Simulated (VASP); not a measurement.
# MnO (Fm-3m) in VASP: notebook, part 2 of 2

VASP 6.6.1. The steps go on from the part before.

### 3 Single point, PBE0(alpha), collinear spin, ferromagnetic start

Contents of POSCAR:

```
MnO
1.0
    0.0000000000      2.2220003300      2.2220003300
    2.2220003300      0.0000000000      2.2220003300
    2.2220003300      2.2220003300      0.0000000000
Mn O
1 1
Direct
    0.0000000000      0.0000000000      0.0000000000
    0.5000000000      0.5000000000      0.5000000000
```

Contents of INCAR.step1:

```
PREC = Accurate ; ENCUT = 520
EDIFF = 1E-5 ; ISMEAR = -1
SIGMA = 0.05 ; LREAL = False
LASPH = True ; NELM = 100
ALGO = Normal ; ISIF = 2
LWAVE = True ; LCHARG = False
ISPIN = 2 ; MAGMOM = 4 0
LORBIT = 11 ; LMAXMIX = 4
NBANDS = 20 ; GGA = PE
```

Contents of INCAR.step2:

```
PREC = Accurate ; ENCUT = 520
EDIFF = 1E-6 ; ISMEAR = -1
SIGMA = 0.05 ; LREAL = False
LASPH = True ; NELM = 100
ALGO = Normal ; ISIF = 2
LWAVE = False ; LCHARG = False
ISPIN = 2 ; MAGMOM = 4 0
LORBIT = 11 ; LMAXMIX = 4
GGA = PE ; LHFCALC = True
AEXX = 0.1 ; PRECFOCK = Fast
HFRCUT = -1 ; NBANDS = 20
ISTART = 1
```

Contents of KPOINTS:

```
Automatic mesh
0
Gamma
  5 5 5
```

Potentials or basis: VASP PAW PBE potentials, release 64 (Mn_pv, O).

The run is started by

```console
$ cat potpaw_PBE.64/Mn_pv/POTCAR potpaw_PBE.64/O/POTCAR > POTCAR
$ cp INCAR.step1 INCAR
$ mpirun -np 1 vasp_std > vasp.out
$ cp INCAR.step2 INCAR
$ mpirun -np 1 vasp_std > vasp.out
```

OUTCAR:

```text
PREC = Accurate
   ENCUT = 520
   EDIFF = 1E-6
   ISMEAR = -1
   LREAL = False
   LASPH = True
   NELM = 100
   ISIF = 2
   ISPIN = 2
   LORBIT = 11
   GGA = PE
   LHFCALC = True
   AEXX = 0.1
   PRECFOCK = Fast
   ISTART = 1

 ion  position               nearest neighbor table
   1  0.000  0.000  0.000-   2 2.22   2 2.22   2 2.22   2 2.22   2 2.22   2 2.22
   2  0.500  0.500  0.500-   1 2.22   1 2.22   1 2.22   1 2.22   1 2.22   1 2.22

  LATTYP: Found a face centered cubic cell.
 ALAT       =     4.4440006600

  Lattice vectors:

 A1 = (   0.0000000000,   2.2220003300,   2.2220003300)
 A2 = (   2.2220003300,   0.0000000000,   2.2220003300)
 A3 = (   2.2220003300,   2.2220003300,   0.0000000000)

Analysis of symmetry for initial positions (statically):
=====================================================================
 Subroutine PRICEL returns:
 Original cell was already a primitive cell.

 Routine SETGRP: Setting up the symmetry group for a
 face centered cubic supercell.

 Subroutine GETGRP returns: Found 48 space group operations
 (whereof 48 operations were pure point group operations)
 out of a pool of 48 trial point group operations.

The static configuration has the point symmetry O_h .

Analysis of symmetry for dynamics (positions and initial velocities):
=====================================================================
 Subroutine PRICEL returns:
 Original cell was already a primitive cell.

 Routine SETGRP: Setting up the symmetry group for a
 face centered cubic supercell.

 Subroutine GETGRP returns: Found 48 space group operations
 (whereof 48 operations were pure point group operations)
 out of a pool of 48 trial point group operations.

The dynamic configuration has the point symmetry O_h .

Analysis of structural, dynamic, and magnetic symmetry:
=====================================================================
[... 144 lines left out ...]
  ext. energy  EPLUGINS =         0.00000000
  ---------------------------------------------------
  free energy    TOTEN  =       -19.96543683 eV

  energy without entropy =      -19.96528712  energy(sigma->0) =      -19.96536197

 E-fermi :   7.1520     XC(G=0): -10.8081

 val. band max:        6.8153106005   @ k =   0.4000   0.0000   0.0000
 cond. band min:       7.3270505548   @ k =   0.0000   0.0000   0.0000
 fundamental gap:      0.5117399543
 Fermi energy:         7.1519817606

 spin component 1

 k-point     1 :       0.0000    0.0000    0.0000
  band No.  band energies     occupation
      1     -44.8493      1.00000
      2     -44.8493      1.00000
      3     -44.8493      1.00000
      4     -13.8625      1.00000
      5       3.3040      1.00000
      6       3.3040      1.00000
[... 206 lines left out ...]
      6       0.7379      1.00000
[... 12 lines left out ...]
     19      34.3841      0.00000
     20      34.4484      0.00000
 Fermi energy:         7.1519817606

 spin component 2

 k-point     1 :       0.0000    0.0000    0.0000
  band No.  band energies     occupation
      1     -39.2369      1.00000
      2     -39.2369      1.00000
      3     -39.2369      1.00000
      4     -13.3128      1.00000
      5       3.8548      1.00000
      6       3.8548      1.00000
[... 219 lines left out ...]
     19      35.2590      0.00000
     20      35.6801      0.00000

------------------------ aborting loop because EDIFF is reached ----------------------------------------

  FORCE on cell =-STRESS in cart. coord.  units (eV):
  Direction    XX          YY          ZZ          XY          YZ          ZX
  --------------------------------------------------------------------------------------
  -------------------------------------------------------------------------------------
  Total        0.5328366      0.5328366      0.5328366     -0.0000000      0.0000000     -0.0000000
  in kB       38.9083007     38.9083007     38.9083007     -0.0000000      0.0000000     -0.0000000
  external PRESSURE =      38.9083007 kB  Pullay stress =       0.0000000 kB

 VOLUME and BASIS-vectors are now :
 -----------------------------------------------------------------------------
  energy-cutoff  :      520.00
  volume of cell :       21.94
      direct lattice vectors                 reciprocal lattice vectors
     0.000000000  2.222000330  2.222000330    -0.225022469  0.225022469  0.225022469
     2.222000330  0.000000000  2.222000330     0.225022469 -0.225022469  0.225022469
     2.222000330  2.222000330  0.000000000     0.225022469  0.225022469 -0.225022469

 POSITION                                       TOTAL-FORCE (eV/Angst)
 -----------------------------------------------------------------------------------
      0.00000      0.00000      0.00000         0.000000      0.000000     -0.000000
      2.22200      2.22200      2.22200         0.000000      0.000000      0.000000
 -----------------------------------------------------------------------------------
    total drift:                               -0.000000      0.000001      0.000000

  FREE ENERGIE OF THE ION-ELECTRON SYSTEM (eV)
  ---------------------------------------------------
  free  energy   TOTEN  =       -19.9654368273 eV

  energy  without entropy=      -19.9652871214  energy(sigma->0) =      -19.96536197

 total charge

# of ion       s       p       d       tot
------------------------------------------
    1        0.201   6.179   4.960  11.340
    2        1.557   3.455   0.000   5.012
--------------------------------------------------
tot          1.758   9.633   4.960  16.352

 magnetization (x)

# of ion       s       p       d       tot
------------------------------------------
    1        0.030   0.023   4.479   4.533
    2        0.028   0.195   0.000   0.223
--------------------------------------------------
tot          0.058   0.218   4.479   4.756
```

Run time: 5.7 min. Hardware: 1 thread of Intel Xeon Platinum 8488C (Sapphire Rapids), shared host; peak memory 0.16 GiB.

What came out:

```
Free energy                                           : -19.9654 eV
Pressure                                              : 3.9 GPa
Band gap on the k mesh                                : 0.51 eV, indirect (least direct gap 2.87 eV)
Net moment                                            : 5.00 μB per cell
Site moments                                          : Mn +4.53; O +0.22 μB
Valence electrons inside the program's atomic spheres : Mn 11.34; O 5.01
```

Caveat: the k mesh is coarse (spacing up to 0.49 Å⁻¹), so the values aren't converged, least of all with exact exchange; the PAW data sets were made with another functional, which shifts forces and pressure a little; an odd mesh through Γ misses points on the zone boundary, where band edges often lie; a cell with one magnetic atom can't hold antiferromagnetic order, which such compounds often take.

### 4 Single point, PBE0(alpha), collinear spin, ferromagnetic start

POSCAR is that of step 3.

INCAR.step1 is that of step 3.

INCAR.step2, as its differences from that of step 3:

```diff
@@ -9,3 +9,3 @@
 GGA = PE ; LHFCALC = True
-AEXX = 0.1 ; PRECFOCK = Fast
+AEXX = 0.15 ; PRECFOCK = Fast
 HFRCUT = -1 ; NBANDS = 20
```

KPOINTS is that of step 3.

The run is started by

```console
$ cat potpaw_PBE.64/Mn_pv/POTCAR potpaw_PBE.64/O/POTCAR > POTCAR
$ cp INCAR.step1 INCAR
$ mpirun -np 1 vasp_std > vasp.out
$ cp INCAR.step2 INCAR
$ mpirun -np 1 vasp_std > vasp.out
```

Wall time 5.8 min (1 thread of Intel Xeon Platinum 8488C (Sapphire Rapids), shared host); peak memory 0.15 GiB.

The run converged. Its results:

* Free energy: -21.7908 eV
* Pressure: 3.2 GPa
* Band gap on the k mesh: 1.07 eV, indirect (least direct gap 3.72 eV)
* Net moment: 5.00 μB per cell
* Site moments: Mn +4.55; O +0.21 μB
* Valence electrons inside the program's atomic spheres: Mn 11.34; O 5.02

Levels at points of the mesh, in eV from the valence-band top:
Spin up:
```
           k point  band 10  band 11  band 12  band 13  band 14  band 15
(0.00, 0.00, 0.00)    -3.42    -3.19    -3.19     1.07    15.68    18.18
```
Spin down:
| k point | band 3 | band 4 | band 5 | band 6 | band 7 | band 8 | band 9 | band 10 | band 11 | band 12 |
| --- | --- | --- | --- | --- | --- | --- | --- | --- | --- | --- |
| (0.00, 0.00, 0.00) | -46.28 | -20.33 | -2.83 | -2.83 | -2.83 | 2.54 | 3.36 | 3.36 | 3.36 | 4.03 |

Caveat: the k mesh is coarse (spacing up to 0.49 Å⁻¹), so the values aren't converged, least of all with exact exchange; the PAW data sets were made with another functional, which shifts forces and pressure a little; an odd mesh through Γ misses points on the zone boundary, where band edges often lie; a cell with one magnetic atom can't hold antiferromagnetic order, which such compounds often take.

### 5 Single point, PBE0(alpha), collinear spin, ferromagnetic start

POSCAR is that of step 4.

INCAR.step1 is that of step 4.

INCAR.step2, as its differences from that of step 4:

```diff
@@ -9,3 +9,3 @@
 GGA = PE ; LHFCALC = True
-AEXX = 0.15 ; PRECFOCK = Fast
+AEXX = 0.2 ; PRECFOCK = Fast
 HFRCUT = -1 ; NBANDS = 20
```

KPOINTS is that of step 4.

The run is started by

```console
$ cat potpaw_PBE.64/Mn_pv/POTCAR potpaw_PBE.64/O/POTCAR > POTCAR
$ cp INCAR.step1 INCAR
$ mpirun -np 1 vasp_std > vasp.out
$ cp INCAR.step2 INCAR
$ mpirun -np 1 vasp_std > vasp.out
```

Wall time 5.7 min (1 thread of Intel Xeon Platinum 8488C (Sapphire Rapids), shared host); peak memory 0.15 GiB.

Results (log left out):

```
Free energy                                           : -23.6283 eV
Pressure                                              : 2.5 GPa
Band gap on the k mesh                                : 1.63 eV, indirect (least direct gap 4.34 eV)
Net moment                                            : 5.00 μB per cell
Site moments                                          : Mn +4.57; O +0.21 μB
Valence electrons inside the program's atomic spheres : Mn 11.33; O 5.03
```

Levels at points of the mesh, in eV from the valence-band top:
Spin up:
```csv
k point,band 9,band 10,band 11,band 12,band 13,band 14,band 15,band 16
"(0.00, 0.00, 0.00)",-3.34,-3.33,-3.33,-3.33,1.63,16.29,18.80,18.80
```
Spin down:
| k point | band 4 | band 5 | band 6 | band 7 | band 8 | band 9 | band 10 | band 11 |
| --- | --- | --- | --- | --- | --- | --- | --- | --- |
| (0.00, 0.00, 0.00) | -20.54 | -2.71 | -2.71 | -2.71 | 3.10 | 4.20 | 4.20 | 4.20 |

Caveat: the k mesh is coarse (spacing up to 0.49 Å⁻¹), so the values aren't converged, least of all with exact exchange; the PAW data sets were made with another functional, which shifts forces and pressure a little; an odd mesh through Γ misses points on the zone boundary, where band edges often lie; a cell with one magnetic atom can't hold antiferromagnetic order, which such compounds often take.

### 6 Summary

```csv
share of exact exchange,gap on the mesh (eV),pressure (GPa),moment (μB)
0.05,none,2.5,4.91
0.1,0.51,3.9,5.00
0.15,1.07,3.2,5.00
0.2,1.63,2.5,5.00
```

Alike in all rows: task single point; level PBE0(alpha); potentials or basis VASP PAW PBE potentials, release 64 (Mn_pv, O); spin collinear, ferromagnetic start; cell as given; k mesh 5 × 5 × 5; cutoff (eV) 520; smearing fermi-dirac 0.05 eV; the mesh is coarse, so values aren't converged.

Caveats: all runs use coarse meshes; the PAW data sets were made with another functional, which shifts forces and pressure a little; a cell with one magnetic atom can't hold antiferromagnetic order, which such compounds often take; an odd mesh through Γ misses points on the zone boundary, where band edges often lie (some runs).

Total energies depend on the potentials used, so only differences within one code and one set of settings carry meaning.
